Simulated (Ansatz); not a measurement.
# Ir: the cost of one run

Computed with Ansatz 0.2.0 (DFT PBE+D3(BJ), scalar-relativistic, plane waves, PAW, and further levels as typed in the inputs, unless a step's input says otherwise).

**1. The system as given**

Symmetry: P-3m1, No. 164, trigonal system. Conventional cell: a = 2.715 Å, b = 2.715 Å, c = 20.649 Å, α = 90.00°, β = 90.00°, γ = 120.00°. Ir (site symmetry 3m) has 9 Ir at 2.71 Å in its first shell of neighbours. Ir (site symmetry 3m) is surrounded by 12 Ir at 2.71 Å.

Coordinates:

```
Ir
1.0
     2.71458    0.00000    0.00000
    -1.35729    2.35090    0.00000
     0.00000    0.00000   20.64934
Ir
4
Direct
  0.00000 0.00000 0.33899
  0.66667 0.33333 0.44633
  0.33333 0.66667 0.55367
  0.00000 0.00000 0.66101
```

**2. Relaxing the atoms: Ir4 slab, no spin**

input.yaml reads:

```yaml
crystal:
  lattice:
    - [2.714582933, 0.0, 0.0]
    - [-1.3572914665, 2.3508977806, 0.0]
    - [0.0, 0.0, 20.6493430503]
  atoms:
    - { symbol: Ir, position: [0.0, 0.0, 0.3389938354] }
    - { symbol: Ir, position: [0.6666666667, 0.3333333333, 0.4463312785] }
    - { symbol: Ir, position: [0.3333333333, 0.6666666667, 0.5536687215] }
    - { symbol: Ir, position: [0.0, 0.0, 0.6610061646] }
scf:
  occupations: { method: gaussian, width: 0.05 }
output:
  forces: true
  stress: false
  write_density: true
  write_potential: true
  elf: true
  volumetric_format: npy
kpoints:
  mp_grid: { grid: [24, 24, 1] }
efield:
  axis: 3
  dipole_correction: true
hamiltonian:
  xc: pbe
  dispersion: d3bj
relax:
  f_tol: 0.03
  max_steps: 120
```

Launch:

```bash
$ ansatz run input.yaml --threads 8 --pin off --max-ram 23552MiB --backend cpu --events-out ev --progress --plain --runs-dir out
```

**Question.** How long does this run take on 8 threads of Intel Xeon Platinum 8488C (Sapphire Rapids), shared host, and how much memory does it need?

About 9.5 s, with a peak of 0.74 GiB.
